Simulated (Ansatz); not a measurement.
BaTiO3:

```
CELL_PARAMETERS angstrom
2.82767 1.63255 2.31773
-2.82767 1.63255 2.31773
0.00000 -3.26511 2.31773
ATOMIC_POSITIONS crystal
Ba 0.03347 0.98847 0.00184
Ti 0.50610 0.52748 0.53723
O 0.48625 0.49715 0.97115
O 0.47409 0.98642 0.47201
O 0.97879 0.47918 0.49647
```

- Program: Ansatz 0.2.0
- Task: relaxation of cell and atoms
- Functional: PBE
- Potentials or basis: Ansatz PAW
- Cutoff: 420 eV (not typed: the program's choice for these potentials)
- k mesh: 7 × 7 × 7
- Occupations: fermi-dirac, width 0.05 eV
- Spin: no spin polarisation
- Hubbard terms: Ti d U = 5 eV

At the start: volume 12.84 Å³/atom.

Task: Where does the relaxation end?

Result: It ends after 11 steps and the volume is 13.27 Å³/atom (+3.3 %); space group R3m (No. 160, to 0.05 Å).

Step by step:
```tsv
step	energy change (eV)	largest force (eV/Å)	volume (Å³)
1	0.0000	2.7498	64.20
2	-0.2540	1.1747	67.70
3	-0.3415	0.0206	64.81
4	-0.3512	0.0522	66.28
5	-0.3524	0.0043	66.17
6	-0.3525	0.0051	66.20
7	-0.3526	0.0005	66.19
8	-0.3605	0.0004	66.19
9	-0.3601	0.0043	66.33
10	-0.3601	0.0021	66.33
11	-0.3605	0.0021	66.33
```

Final structure:
```xyz
5
Lattice="2.8597 1.6510 2.3427 -2.8587 1.6505 2.3420 0.0000 -3.3015 2.3424" Properties=species:S:1:pos:R:3 pbc="T T T"
Ba   -2.8583    1.6505    2.3532
Ti    0.0012    0.0002    3.5853
O     0.0003   -1.6291    4.6073
O    -1.4105    0.8144    4.6070
O     1.4109    0.8143    4.6071
```

Caveat: the plane-wave basis is chosen anew once the cell has moved, so the energies of steps on either side of that aren't comparable; the pressure holds a Pulay correction of +0.5 GPa for the finite cutoff.
